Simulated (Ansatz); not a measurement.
# How much do the gradients of Te₂Mo depend on the method?

Cell: a structure deposited in the COD, ions relaxed with PBE at fixed cell.

```cif
data_Te2Mo
_symmetry_space_group_name_H-M 'P2_1/m'
_symmetry_Int_Tables_number 11
_cell_length_a 6.3300
_cell_length_b 3.4690
_cell_length_c 13.8600
_cell_angle_alpha 90.000
_cell_angle_beta 93.917
_cell_angle_gamma 90.000
loop_
_atom_site_label
_atom_site_type_symbol
_atom_site_symmetry_multiplicity
_atom_site_Wyckoff_symbol
_atom_site_fract_x
_atom_site_fract_y
_atom_site_fract_z
Te1 Te 2 e 0.5571 0.7500 0.3504
Te3 Te 2 e 0.5877 0.2500 0.1042
Te5 Te 2 e 0.0968 0.7500 0.1500
Te7 Te 2 e 0.0548 0.2500 0.3955
Mo9 Mo 2 e 0.3207 0.7500 0.5067
Mo11 Mo 2 e 0.1814 0.2500 0.0077
```

One atom of each set is listed.

First run. Level of theory: DFT, PBE, plane waves and PAW, scalar-relativistic, 420 eV cutoff, Γ-centred 7×13×4 k-points, Fermi–Dirac smearing 0.05 eV (Ansatz 0.2.0).

```json
{"site": "Te1", "V_zz (10²¹ V/m²)": "-15.36", "η": "0.75"}
{"site": "Te3", "V_zz (10²¹ V/m²)": "21.5", "η": "0.58"}
{"site": "Te5", "V_zz (10²¹ V/m²)": "-15.91", "η": "0.65"}
{"site": "Te7", "V_zz (10²¹ V/m²)": "21.0", "η": "0.56"}
{"site": "Mo9", "V_zz (10²¹ V/m²)": "-7.12", "η": "0.78"}
{"site": "Mo11", "V_zz (10²¹ V/m²)": "-7.28", "η": "0.78"}
```

Second run. The same atoms and settings, except that the functional is r2SCAN and the cutoff is 500 eV.

(1) What does the second run give?

Results:

(1) 

```csv
site,V_zz,η,change of V_zz
Te1,-15.93,0.85,-0.57
Te3,23.1,0.68,+1.59
Te5,-16.48,0.76,-0.57
Te7,22.7,0.68,+1.62
Mo9,-7.46,0.68,-0.34
Mo11,-7.57,0.68,-0.29
```

The largest change of V_zz is on Te7, from 21.0 to 22.7. In per cent, |V_zz| changes by +4 to +8 on Te, +4 to +5 on Mo (all sites that start above 2).

With no gap above 0.1 eV, as in a metal, the gradients converge slowly in k; expect changes of a tenth or more on a denser mesh. Without spin–orbit coupling the gradients at and beside Te can be off by some per cent, at some sites by more.
For the second run: The largest force is 0.3 eV/Å, so the atoms aren't at the calculated equilibrium and relaxing them would move these values.
